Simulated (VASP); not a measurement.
Write the native input for VASP 6.6.1 that does the following.

* Task: density of states
* Functional: PBE
* Dispersion: D3(BJ)
* Potentials or basis: VASP PAW PBE potentials, release 64 (Bi_d)
* Cutoff: 520 eV
* k mesh: 16 × 16 × 16
* Occupations: gaussian, width 0.1 eV
* Spin: no spin polarisation
* Dipole correction: no
* k mesh for the DOS: 24 × 24 × 24
* Occupations for the DOS: tetrahedron
* Further INCAR settings: ALGO = Fast; EDIFF = 1e-06; NBANDS = 14

Crystal: Bi.

```
CELL_PARAMETERS angstrom
-1.95947 1.95947 1.95947
1.95947 -1.95947 1.95947
1.95947 1.95947 -1.95947
ATOMIC_POSITIONS crystal
Bi 0.00000 0.00000 0.00000
```

This isn't the form of Bi at room conditions, which is rhombohedral.

One way to write it, as run:

POSCAR

```
Bi
1.0
   -1.9594689774      1.9594689774      1.9594689774
    1.9594689774     -1.9594689774      1.9594689774
    1.9594689774      1.9594689774     -1.9594689774
Bi
1
Direct
    0.0000000000      0.0000000000      0.0000000000
```

INCAR.step1

```
SYSTEM = Bi
  PREC = Accurate
  ENCUT = 520
  EDIFF = 1E-6
  ISMEAR = 0
  SIGMA = 0.1
  LREAL = .FALSE.
  LASPH = .TRUE.
  NELM = 80
  ALGO = Fast
  ISIF = 2
  LWAVE = .FALSE.
  LCHARG = .TRUE.
  GGA = PE
  IVDW = 12
  NBANDS = 14
```

KPOINTS.step1

```
Automatic mesh
0
G
  16 16 16
  0 0 0
```

INCAR.step2

```
SYSTEM = Bi
  PREC = Accurate
  ENCUT = 520
  EDIFF = 1E-6
  ISMEAR = -5
  SIGMA = 0.1
  LREAL = .FALSE.
  LASPH = .TRUE.
  NELM = 80
  ALGO = Fast
  ISIF = 2
  LWAVE = .FALSE.
  LCHARG = .FALSE.
  GGA = PE
  IVDW = 12
  LORBIT = 10
  NBANDS = 14
  NEDOS = 2001
  ICHARG = 11
```

KPOINTS.step2

```
Automatic mesh
0
G
  24 24 24
  0 0 0
```

Potentials or basis: VASP PAW PBE potentials, release 64 (Bi_d).

Launch:

```sh
$ cat potpaw_PBE.64/Bi_d/POTCAR > POTCAR
$ cp INCAR.step1 INCAR
$ cp KPOINTS.step1 KPOINTS
$ mpirun -np 1 vasp_std > vasp.out
$ cp INCAR.step2 INCAR
$ cp KPOINTS.step2 KPOINTS
$ mpirun -np 1 vasp_std > vasp.out
```

It gave:

```
Valence electrons inside the program's atomic spheres : Bi 12.75
Dispersion energy per atom                            : -0.524 eV
```

Caveat: spin-orbit coupling is left out, which moves the levels of the heavy elements.

Wall time 5.9 min on 1 thread of Intel(R) Xeon(R) Platinum 8375C CPU @ 2.90GHz (Ice Lake) (shared host), peak memory 0.3 GiB.
